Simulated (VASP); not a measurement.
Here is a VASP 6.6.1 calculation.

The input INCAR:

```
  PREC = Accurate
  ENCUT = 520
  EDIFF = 1E-7
  ISMEAR = 0
  SIGMA = 0.15
  LREAL = False
  LASPH = True
  NELM = 100
  ALGO = Fast
  ISIF = 2
  LWAVE = False
  LCHARG = False
  GGA = PE
  NBANDS = 12
```

KPOINTS

```
regular mesh
0
Gamma
  20 20 20
```

The input POSCAR:

```
Sc
1.0
    0.0000000000      2.1366223036      2.5639467643
    2.1366223036      0.0000000000      2.5639467643
    2.1366223036      2.1366223036      0.0000000000
Sc
1
Direct
    0.0000000000      0.0000000000      0.0000000000
```

Potentials or basis: VASP PAW PBE potentials, release 64 (Sc_sv).

Launch:

```bash
$ cat potpaw_PBE.64/Sc_sv/POTCAR > POTCAR
$ mpirun -np 1 vasp_std > vasp.out
```

(1) Predict the band gap on the k mesh.

(2) Predict the pressure.

Results:

(1) none (metal or under the smearing width).

(2) 2.8 GPa.
